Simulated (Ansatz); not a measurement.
# CdSe under changes of volume

One of the cells (28.942 Å³/atom); the others are scaled copies at fixed shape and fractional positions:

```
CELL_PARAMETERS angstrom
0.00000 3.07027 3.07027
3.07027 0.00000 3.07027
3.07027 3.07027 0.00000
ATOMIC_POSITIONS crystal
Cd 0.00000 0.00000 0.00000
Se 0.25000 0.25000 0.25000
```

Measurements of this composition are mostly on another form, of space group No. 186.

| Quantity | Value |
| --- | --- |
| Program | Ansatz 0.2.0 |
| Functional | RPBE |
| Potentials or basis | Ansatz PAW |
| Cutoff | 420 eV (not typed: the program's choice for these potentials) |
| k mesh | 8 × 8 × 8 |
| Occupations | fermi-dirac, width 0.05 eV |
| Spin | no spin polarisation |

```csv
volume (Å³/atom),energy over the lowest point (meV/atom),pressure (GPa),gap on the mesh (eV)
27.206,72.88,7.0,0.85
27.784,50.27,5.6,0.81
28.363,32.44,4.3,0.77
28.942,18.92,3.2,0.73
29.521,?,?,?
30.100,3.07,1.3,0.64
30.679,0.00,0.4,0.60
```

Question: What does the run at 29.521 Å³/atom give?

Answer: Energy over the lowest point 9.25 meV/atom; pressure 2.2 GPa; gap on the mesh 0.69 eV.

Worked out: A Birch-Murnaghan fit of order 3 (a polynomial in V^(-2/3)) to the other rows has its minimum at 31.03 Å³/atom, just outside them, with B0 = V·E''(V) = 39 GPa and B' = 4.8. It gives 9.26 meV/atom at 29.521 Å³/atom, against the run's 9.25, and -dE/dV = 2.2 GPa, against 2.2. A straight line through the other rows of the gap, of slope -2.1 eV per unit of ln V (its deformation potential), gives 0.68 eV, against the run's 0.69.

Energies are extrapolated to zero smearing.

Caveats: the PAW data sets come from PBE, with cores solved anew for the run's functional, which leaves a small shift of forces and pressure.

Spin-orbit coupling on Cd, Se is left out.
